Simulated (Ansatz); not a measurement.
# Meshes and cutoff for the phonons of CsH (Fm-3m), part 2 of 4

Wanted: convergence of the phonons of CsH (Fm-3m) against cost.

Ansatz 0.2.0; DFT PBEsol, scalar-relativistic, plane waves, PAW.

So far, highest frequency on the path or at a solved wavevector (cm⁻¹): step 3 (the dispersion) 699; step 4 (q mesh 2×2×2) 699. The relaxed cell has a = 6.252 Å (conventional setting).

The database entry behind the starting cell differs from later determinations by our own check (0.1 to 0.3 % short, probably kX units), so it need not match the best structure at ambient conditions.

## (6) Another q mesh, k-mesh 12×12×12, q mesh 6×6×6

The q mesh is changed to 6×6×6, to see how far the force constants must reach; the k mesh is 12×12×12, against 8×8×8 in the base run, so that the q mesh divides it.

The input, input.yaml:

```yaml
crystal:
  lattice:
    - [0.0, 3.1261165314, 3.1261165314]
    - [3.1261165314, 0.0, 3.1261165314]
    - [3.1261165314, 3.1261165314, 0.0]
  atoms:
    - { symbol: Cs, position: [0.0, 0.0, 0.0] }
    - { symbol: H, position: [0.5, 0.5, 0.5] }
kpoints:
  mp_grid: { grid: [12, 12, 12] }
hamiltonian:
  xc: pbesol
scf:
  occupations: { method: fixed }
output:
  eigenvalues: true
phonons:
  method: dfpt
  qmesh: [6, 6, 6]
  temperatures: { t_max: 1000, t_step: 50 }
  qpath:
    path:
      - [[0.0, 0.0, 0.0], [0.5, 0.0, 0.5], [0.625, 0.25, 0.625]]
      - [[0.375, 0.375, 0.75], [0.0, 0.0, 0.0], [0.5, 0.5, 0.5], [0.5, 0.25, 0.75], [0.5, 0.0, 0.5]]
    npoints: 10
  non_analytic_term:
    high_frequency_dielectric_tensor: [[3.2958, 0.0, 0.0], [0.0, 3.2958, 0.0], [0.0, 0.0, 3.2958]]
    born_effective_charges:
      - { species: Cs, tensor: [[1.1331, 0.0, 0.0], [0.0, 1.1331, 0.0], [0.0, 0.0, 1.1331]] }
      - { species: H, tensor: [[-1.1331, 0.0, 0.0], [0.0, -1.1331, 0.0], [0.0, 0.0, -1.1331]] }
    source: "zone-centre run at this cell"
```

Launch:

```sh
ansatz run input.yaml --threads 4 --pin off --max-ram 7168MiB --backend cpu --events-out ev --progress --plain --runs-dir out
```

Numbers of over 12 decimals in the logs are rounded to 6 here.

Log:

```text
[...]
Crystal: 2 atoms, lattice volume = 61.101 Å³
Basis set: ecut = 420 eV, 1243 PW (Γ), exchange–correlation on 60×60×60 points (8 copies of the dense FFT grid, shifted against one another)
Bands: 9, of which v1, the nominal top of the filled ones, is band 5 counted from 1 (4 counted from 0)
Symmetry: 48 space group operations
k-points: 72 of 1728
[...]
E sigma→0 (E₀):  -5601.799768 eV
Fermi energy:    3.711740 eV
[...]
--- Band table (eV; the first three rows and the last of 72) ---
[...]
ASR residual: 1.397e-4 → 0.000e0 eV/Å²; symmetrization residual: 3.644e-7 eV/Å²
  ASR residual per site (eV/Å²): 1.40e-4 8.15e-5
  Γ frequencies (cm⁻¹): 0.00 0.00 0.00 402.10 402.10 402.10
--- Phonons (arbitrary-q DFPT): 16 irreducible q on the 6×6×6 mesh ---
[...]
interpolated dispersion: 63 rows × 6 modes
[...]
[key lines of the parts left out:]
SCF converged after 7 iterations
Free energy (F): -5601.799768 eV
```

It took 6.7 min on 4 threads of Intel Xeon Platinum 8488C (Sapphire Rapids), shared host; peak memory 2.4 GiB.

Frequencies (cm⁻¹) solved at each irreducible wavevector; negative means imaginary. Frequencies by wavevector, by row:

```
q in reciprocal lattice units  star  mode 1  mode 2  mode 3  mode 4  mode 5  mode 6
                        0 0 0     1       0       0       0   402.1   402.1   402.1
                   0 0 0.1667     8    22.5    22.5    32.1     432     432     692
                   0 0 0.3333     8    34.8    34.8    55.8   483.3   483.3   696.6
                     0 0 -0.5     4    38.4    38.4    64.5   505.6   505.6   698.8
              0 0.1667 0.1667     6    19.5    19.5    42.3   416.2   416.2   669.9
              0 0.1667 0.3333    24    31.2    35.1    53.7   447.1   464.6   655.2
                0 0.1667 -0.5    24    38.4      44      61   488.3   497.6   652.6
             0 0.1667 -0.3333    24    38.4    41.8    59.3   472.4   501.2   664.8
             0 0.1667 -0.1667    12    29.7    32.6    48.1   432.1   475.5   680.4
              0 0.3333 0.3333     6    30.7    30.7    61.1   428.4   428.4     583
                0 0.3333 -0.5    24    36.4    43.1    59.5   449.6   473.2     538
             0 0.3333 -0.3333    12    39.9    52.6    55.6   474.3     486   593.3
                  0 -0.5 -0.5     3    33.9    33.9    61.1   427.8   427.8   488.6
           0.1667 0.3333 -0.5    24    39.8    40.7    58.1     449   489.1   613.6
        0.1667 0.3333 -0.3333    24    42.1    49.6    56.7   478.4   482.1   593.3
          0.1667 -0.5 -0.3333    12      44    44.4    56.8   451.1   480.6   530.2
```

The mean frequency is 282.0 cm⁻¹, +0.0 cm⁻¹ against the base run, whose k mesh differs too.

## (7) Side by side

Times are for 4 threads of Intel Xeon Platinum 8488C (Sapphire Rapids), shared host. Results by setting:

```
no.  q mesh    k-mesh  mean frequency (cm⁻¹)  zero-point energy per atom (meV)  lowest frequency on the path (cm⁻¹)     time  memory (GiB)
  1   2×2×2     8×8×8                  281.5                             52.34                                    0    9.7 s          0.62
  2   3×3×3     9×9×9                  281.8                              52.4                                    0     28 s          0.91
  3   6×6×6  12×12×12                    282                             52.44                                    0  6.7 min           2.4
```

The phonon density of states has structure finer than the step of the table below, so its rows give means over 25 cm⁻¹, whole bins alone (the curve runs from 5 to 705 cm⁻¹). Peaks (cm⁻¹: height): 2×2×2, 8×8×8 35.0: 0.114, 465.0: 0.0447; 3×3×3, 9×9×9 35.0: 0.100, 475.0: 0.0376, 685.0: 0.0156; 6×6×6, 12×12×12 35.0: 0.102, 485.0: 0.0376.

The runs together. The phonon density of states by wavenumber; means over each step; values in 1/cm⁻¹/cell:

```
wavenumber (cm⁻¹)  2×2×2, 8×8×8  3×3×3, 9×9×9  6×6×6, 12×12×12
               25        0.0412        0.0389           0.0383
               50        0.0704        0.0698           0.0726
               75       0.00766        0.0101          0.00827
              100             0             0                0
              125             0             0                0
              150             0             0                0
              175             0             0                0
              200             0             0                0
              225             0             0                0
              250             0             0                0
              275             0             0                0
              300             0             0                0
              325             0             0                0
              350             0             0                0
              375             0             0                0
              400        3.8e-4       0.00106           7.5e-4
              425       0.00376       0.00904          0.00916
              450        0.0213        0.0201           0.0200
              475        0.0309        0.0321           0.0301
              500        0.0244        0.0189           0.0211
              525       0.00540       0.00303          0.00224
              550       0.00377       0.00328          0.00319
              575       0.00414       0.00399          0.00438
              600       0.00459       0.00430          0.00489
              625       0.00516       0.00484          0.00562
              650       0.00603       0.00581          0.00674
              675       0.00768       0.00944          0.00878
```

The runs together, line C_V. Table of C_V by temperature; values in J/mol-atom/K:

```
temperature (K)  2×2×2, 8×8×8  3×3×3, 9×9×9  6×6×6, 12×12×12
              0             0             0                0
             50          10.9          10.9             10.9
            100          12.5          12.6             12.5
            150          14.6          14.6             14.6
            200          16.8          16.8             16.8
            250          18.7          18.7             18.7
            300          20.1          20.1             20.1
            350          21.1          21.1             21.1
            400          21.8          21.8             21.8
            450          22.4          22.4             22.4
            500          22.8          22.8             22.8
            550          23.2          23.1             23.1
            600          23.4          23.4             23.4
            650          23.6          23.6             23.6
            700          23.8          23.8             23.8
            750          23.9          23.9             23.9
            800          24.1          24.0             24.0
            850          24.1          24.1             24.1
            900          24.2          24.2             24.2
            950          24.3          24.3             24.3
           1000          24.4          24.4             24.4
```

## (8) Another k mesh, k-mesh 2×2×2, q mesh 2×2×2

The k mesh is changed to 2×2×2 on a small fixed q mesh, to find the coarsest that serves.

input.yaml, the sections that differ from step 6:

```yaml
kpoints:
  mp_grid: { grid: [2, 2, 2] }
phonons:
  method: dfpt
  dielectric: true
  rigid_motions: translations
  qmesh: [2, 2, 2]
  temperatures: { t_max: 1000, t_step: 50 }
  qpath:
    path:
      - [[0.0, 0.0, 0.0], [0.5, 0.0, 0.5], [0.625, 0.25, 0.625]]
      - [[0.375, 0.375, 0.75], [0.0, 0.0, 0.0], [0.5, 0.5, 0.5], [0.5, 0.25, 0.75], [0.5, 0.0, 0.5]]
    npoints: 10
# crystal, hamiltonian, scf, output: as in step 6
```

Log:

```text
[...]
Crystal: 2 atoms, lattice volume = 61.101 Å³
Basis set: ecut = 420 eV, 1243 PW (Γ), exchange–correlation on 60×60×60 points (8 copies of the dense FFT grid, shifted against one another)
Bands: 9, of which v1, the nominal top of the filled ones, is band 5 counted from 1 (4 counted from 0)
Symmetry: 48 space group operations
k-points: 4 of 8 (irreducible under 8 space group operations)
[...]
SCF iter   1: F=—  HF=-5601.680082 eV  |F-HF|=—  |Δ(HF+E_count)|=         —  Δρ=2.02e-3  dr2=1.58e-3  ethr=1.77e-3  ⟨swp⟩=4.2  Hψ=228  notcnv=0  defer=6
[...]
SCF iter   7: F=-5601.679919 eV  HF=-5601.679919 eV  |F-HF|=9.09e-13  |Δ(HF+E_count)|=  3.37e-11  Δρ=8.76e-8  dr2=5.99e-12  ethr=1.00e-12  ⟨swp⟩=8.8  Hψ=243  notcnv=0
SCF 1 converged in 7 iterations: F = -5601.679919 eV  dr2 = 5.99e-12
[...]
DFPT response loops at Γ: preconditioner auto → none (the input reference at scf.mixing.eps_inf says where Resta's filter doesn't serve); β = 0.50; Broyden in place of MSR1
── the response to a field inside a basis, on 6×6×6 k-points: an SCF that follows is theirs, and a resumed run solves both again ──
Bands: 6, of which v1, the nominal top of the filled ones, is band 5 counted from 1 (4 counted from 0)
k-points: 28 of 216 (irreducible under 12 space group operations)
[...]
Eigensolver: Dense (28 Hₖ)
SCF iter   1: F=—  HF=-5601.802867 eV  |F-HF|=—  |Δ(HF+E_count)|=         —  Δρ=3.20e-3  dr2=8.66e-3  ethr=1.00e-1
[...]
SCF iter   5: F=-5601.800158 eV  HF=-5601.800158 eV  |F-HF|=3.36e-9  |Δ(HF+E_count)|=   1.23e-6  Δρ=1.65e-6  dr2=1.08e-9  ethr=8.55e-9
SCF 1 converged in 5 iterations: F = -5601.800158 eV  dr2 = 1.08e-9
[...]
WARN: field response: ε∞ stands inside a basis, on 6×6×6 points; the force constants stand on the 2×2×2 k-mesh, whose period is 8.86 times the interband length at k = (0.0000, 0.0000, -0.5000), direct gap 1.976 eV, under 14: take them and everything formed from them as unconverged, and compare with a denser kpoints.mp_grid
[...]
SCF converged after 7 iterations
Free energy (F): -5601.679919 eV
[...]
Internal energy: -5601.679919 eV  (E = F + TS)
E sigma→0 (E₀):  -5601.679919 eV
Fermi energy:    3.833837 eV
[...]
--- Band table (eV) ---
[...]
--- Phonons (Γ-DFPT): 2 representative perturbations + reference, on 4 of 8 k-points (Σ response iterations 7) ---
  k mesh reduced under 8 symmetry operations, with k and −k counted as one. Each operation leaves every solved perturbation unchanged. A smaller set is not considered because the run solves the response to a homogeneous field
  ASR residual: 6.048e-5 → 0.000e0 eV/Å²; symmetrization residual: 1.537e-7 eV/Å²
  ASR residual per site (eV/Å²): 4.39e-5 6.05e-5
  Γ frequencies (cm⁻¹): -245.08 -245.08 -245.08 0.00 0.00 0.00
  ε∞ (high-frequency dielectric tensor):
        3.295633     0.000000     0.000000
        0.000000     3.295633    -0.000000
        0.000000    -0.000000     3.295633
  softest optical mode at Γ: -245.08 cm⁻¹; the repairs (sum rule, projections) moved no ω² at Γ by more than (4.07 cm⁻¹)²
  Born effective charges Z* (e; rows j = field, columns β = displacement):
    site 0:
         1.13310   -0.00000   -0.00000
        -0.00000    1.13310    0.00000
         0.00000   -0.00000    1.13310
    site 1:
        -1.13310    0.00000    0.00000
         0.00000   -1.13310   -0.00000
        -0.00000    0.00000   -1.13310
  Z* charge neutrality: 9.414e-4 e pre-enforcement
  solved inside a basis spanned on kpoints, on 6×6×6 k-points, its susceptibility summed on 8×8×8: ε∞ is read to err by 7.6e-3, Z* by 4.6e-2 e (field_mesh: kpoints solves on kpoints); Z* is corrected for what the basis lacks
  optical modes at Γ without the LO–TO term, one row a degenerate level:
      ω (cm⁻¹)  modes    IR ((D/Å)²/amu)
       -245.08      3            88.8264
  optical modes at Γ + LO–TO along q̂ = [1.0000, 0.0000, 0.0000]:
      ω (cm⁻¹)  modes    IR ((D/Å)²/amu)
       -245.08      2            59.2176
        503.54      1            29.6088
  optical modes at Γ + LO–TO along q̂ = [0.0000, 1.0000, 0.0000]:
      ω (cm⁻¹)  modes    IR ((D/Å)²/amu)
       -245.08      2            59.2176
        503.54      1            29.6088
  optical modes at Γ + LO–TO along q̂ = [0.0000, 0.0000, 1.0000]:
      ω (cm⁻¹)  modes    IR ((D/Å)²/amu)
       -245.08      2            59.2176
        503.54      1            29.6088
--- Phonons (arbitrary-q DFPT): 3 irreducible q on the 2×2×2 mesh ---
[...]
interpolated dispersion: 63 rows × 6 modes
[...]
zero-point energy: 0.082333 eV/cell   skipped modes (ω ≤ 0): 139, of them read as no rigid motion or as one in doubt: 136 (5.408e-1 modes/cell left out, lowest -245.08 cm⁻¹)   left out of the sums: 9.02e-2 of the cell's modes: C_V's classical limit lies that fraction below 3 k_B per atom; for a crystal, a wire or a layer, F and S can be off by more, and a phonons.interpolated_qmesh denser along its periods is the remedy for the sampling
```

Wall time 6.7 s (4 threads); peak memory 0.49 GiB; 20 s of CPU time.

The run finished; it serves as a test, and its numbers are not taken as the result.

## (9) Another k mesh, k-mesh 4×4×4, q mesh 2×2×2

The k mesh is changed to 4×4×4 on a small fixed q mesh, to find the coarsest that serves.

input.yaml: that of step 8 with these lines changed.

```diff
@@ -9,3 +9,3 @@
 kpoints:
-  mp_grid: { grid: [2, 2, 2] }
+  mp_grid: { grid: [4, 4, 4] }
 hamiltonian:
```

Log:

```text
[...]
Crystal: 2 atoms, lattice volume = 61.101 Å³
Basis set: ecut = 420 eV, 1243 PW (Γ), exchange–correlation on 60×60×60 points (8 copies of the dense FFT grid, shifted against one another)
Bands: 9, of which v1, the nominal top of the filled ones, is band 5 counted from 1 (4 counted from 0)
Symmetry: 48 space group operations
k-points: 13 of 64 (irreducible under 8 space group operations, time reversal used)
[...]
SCF iter   1: F=—  HF=-5601.801806 eV  |F-HF|=—  |Δ(HF+E_count)|=         —  Δρ=4.32e-3  dr2=1.13e-2  ethr=1.77e-3  ⟨swp⟩=4.1  Hψ=743  notcnv=0  defer=23
[...]
SCF iter   7: F=-5601.798206 eV  HF=-5601.798206 eV  |F-HF|=2.73e-12  |Δ(HF+E_count)|=  5.48e-10  Δρ=1.42e-7  dr2=1.28e-11  ethr=1.00e-12  ⟨swp⟩=8.6  Hψ=794  notcnv=0
SCF 1 converged in 7 iterations: F = -5601.798206 eV  dr2 = 1.28e-11
[...]
Bands: 6, of which v1, the nominal top of the filled ones, is band 5 counted from 1 (4 counted from 0)
k-points: 28 of 216 (irreducible under 12 space group operations)
[...]
Eigensolver: Dense (28 Hₖ)
SCF iter   1: F=—  HF=-5601.799632 eV  |F-HF|=—  |Δ(HF+E_count)|=         —  Δρ=1.40e-4  dr2=1.05e-5  ethr=1.00e-1
[...]
SCF iter   3: F=-5601.799633 eV  HF=-5601.799633 eV  |F-HF|=1.39e-7  |Δ(HF+E_count)|=   9.23e-7  Δρ=2.61e-5  dr2=9.17e-8  ethr=8.52e-9
SCF 1 converged in 3 iterations: F = -5601.799633 eV  dr2 = 9.17e-8
[...]
SCF converged after 7 iterations
Free energy (F): -5601.798206 eV
[...]
Internal energy: -5601.798206 eV  (E = F + TS)
E sigma→0 (E₀):  -5601.798206 eV
Fermi energy:    3.716147 eV
[...]
--- Band table (eV; the first three rows and the last of 13) ---
[...]
ASR residual: 1.677e-4 → 0.000e0 eV/Å²; symmetrization residual: 1.336e-7 eV/Å²
  ASR residual per site (eV/Å²): 1.68e-4 8.74e-5
  Γ frequencies (cm⁻¹): 0.00 0.00 0.00 396.00 396.00 396.00
  ε∞ (high-frequency dielectric tensor):
        3.295422     0.000000    -0.000000
        0.000000     3.295422    -0.000000
       -0.000000    -0.000000     3.295422
  ε⁰ (static dielectric tensor: ions relaxed, cell fixed):
        9.883790     0.000000     0.000000
        0.000000     9.883790     0.000000
        0.000000     0.000000     9.883790
  ε⁰ − ε∞ (ionic part):
        6.588368     0.000000     0.000000
        0.000000     6.588368     0.000000
        0.000000     0.000000     6.588368
[...]
Born effective charges Z* (e; rows j = field, columns β = displacement):
    site 0:
         1.13288    0.00000   -0.00000
        -0.00000    1.13288   -0.00000
         0.00000    0.00000    1.13288
    site 1:
        -1.13288   -0.00000    0.00000
         0.00000   -1.13288    0.00000
        -0.00000   -0.00000   -1.13288
  Z* charge neutrality: 6.681e-4 e pre-enforcement
[...]
optical modes at Γ without the LO–TO term, one row a degenerate level:
      ω (cm⁻¹)  modes    IR ((D/Å)²/amu)
        396.00      3            88.7915
  optical modes at Γ + LO–TO along q̂ = [1.0000, 0.0000, 0.0000]:
      ω (cm⁻¹)  modes    IR ((D/Å)²/amu)
        396.00      2            59.1943
        685.80      1            29.5972
  optical modes at Γ + LO–TO along q̂ = [0.0000, 1.0000, 0.0000]:
      ω (cm⁻¹)  modes    IR ((D/Å)²/amu)
        396.00      2            59.1943
        685.80      1            29.5972
  optical modes at Γ + LO–TO along q̂ = [0.0000, 0.0000, 1.0000]:
      ω (cm⁻¹)  modes    IR ((D/Å)²/amu)
        396.00      2            59.1943
        685.80      1            29.5972
--- Phonons (arbitrary-q DFPT): 3 irreducible q on the 2×2×2 mesh ---
[...]
interpolated dispersion: 63 rows × 6 modes
[...]
```

Elapsed: 7.6 s, on 4 threads; peak memory 0.52 GiB.

The run finished; it serves as a test, and its numbers are not taken as the result.

## (10) Another k mesh, k-mesh 6×6×6, q mesh 2×2×2

The k mesh is changed to 6×6×6 on a small fixed q mesh, to find the coarsest that serves.

input.yaml: that of step 9 with these lines changed.

```diff
@@ -9,3 +9,3 @@
 kpoints:
-  mp_grid: { grid: [4, 4, 4] }
+  mp_grid: { grid: [6, 6, 6] }
 hamiltonian:
```

Log:

```text
[...]
Crystal: 2 atoms, lattice volume = 61.101 Å³
Basis set: ecut = 420 eV, 1243 PW (Γ), exchange–correlation on 60×60×60 points (8 copies of the dense FFT grid, shifted against one another)
Bands: 9, of which v1, the nominal top of the filled ones, is band 5 counted from 1 (4 counted from 0)
Symmetry: 48 space group operations
k-points: 30 of 216 (irreducible under 8 space group operations, time reversal used)
[...]
optical modes at Γ + LO–TO along q̂ = [0.0000, 1.0000, 0.0000]:
      ω (cm⁻¹)  modes    IR ((D/Å)²/amu)
        401.88      2            59.1942
        689.22      1            29.5971
  optical modes at Γ + LO–TO along q̂ = [0.0000, 0.0000, 1.0000]:
      ω (cm⁻¹)  modes    IR ((D/Å)²/amu)
        401.88      2            59.1942
        689.22      1            29.5971
--- Phonons (arbitrary-q DFPT): 3 irreducible q on the 2×2×2 mesh ---
[...]
interpolated dispersion: 63 rows × 6 modes
[...]
[key lines of the parts left out:]
SCF converged after 7 iterations
Free energy (F): -5601.799711 eV
Fermi energy:    3.711988 eV
```

Elapsed: 11 s, on 4 threads; peak memory 0.59 GiB; 34 s of CPU time.

The highest optical mode at the zone centre (no LO-TO term) is 401.9 cm⁻¹, -0.2 cm⁻¹ against the base run.

## (11) Another k mesh, q mesh 2×2×2

The k mesh is changed to 8×8×8 on a small fixed q mesh, to find the coarsest that serves.

input.yaml: that of step 10 with these lines changed.

```diff
@@ -9,3 +9,3 @@
 kpoints:
-  mp_grid: { grid: [6, 6, 6] }
+  mp_grid: { grid: [8, 8, 8] }
 hamiltonian:
```

Log:

```text
[...]
Crystal: 2 atoms, lattice volume = 61.101 Å³
Basis set: ecut = 420 eV, 1243 PW (Γ), exchange–correlation on 60×60×60 points (8 copies of the dense FFT grid, shifted against one another)
Bands: 9, of which v1, the nominal top of the filled ones, is band 5 counted from 1 (4 counted from 0)
Symmetry: 48 space group operations
k-points: 59 of 512 (irreducible under 8 space group operations, time reversal used)
[...]
optical modes at Γ + LO–TO along q̂ = [0.0000, 1.0000, 0.0000]:
      ω (cm⁻¹)  modes    IR ((D/Å)²/amu)
        402.09      2            59.2186
        689.41      1            29.6093
  optical modes at Γ + LO–TO along q̂ = [0.0000, 0.0000, 1.0000]:
      ω (cm⁻¹)  modes    IR ((D/Å)²/amu)
        402.09      2            59.2186
        689.41      1            29.6093
--- Phonons (arbitrary-q DFPT): 3 irreducible q on the 2×2×2 mesh ---
[...]
interpolated dispersion: 63 rows × 6 modes
[...]
[key lines of the parts left out:]
SCF converged after 7 iterations
Free energy (F): -5601.799763 eV
Fermi energy:    3.711754 eV
```

Wall time 14 s (4 threads); peak memory 0.62 GiB; 48 s of CPU time.

Frequencies (cm⁻¹) solved at each irreducible wavevector; negative means imaginary. Frequencies by wavevector, by row:

```
q in reciprocal lattice units  star  mode 1  mode 2  mode 3  mode 4  mode 5  mode 6
                        0 0 0     1       0       0       0   402.1   402.1   402.1
                     0 0 -0.5     4    38.4    38.4    64.5   505.7   505.7   698.8
                  0 -0.5 -0.5     3    33.9    33.9    61.1   427.8   427.8   488.6
```

The highest optical mode at the zone centre (no LO-TO term) is 402.1 cm⁻¹, +0.0 cm⁻¹ against the base run.

(Part 2 of 4 ends here.)

[Logs are printed without paths, hosts, clocks, repeated set-up lines and the standing remarks that a program may print on its own settings, such as how far it seeks lower states.]

[Hosts, paths, dates, database ids (printed as entryN), source tags and the programs' standing remarks are cut or masked in the printed files.]
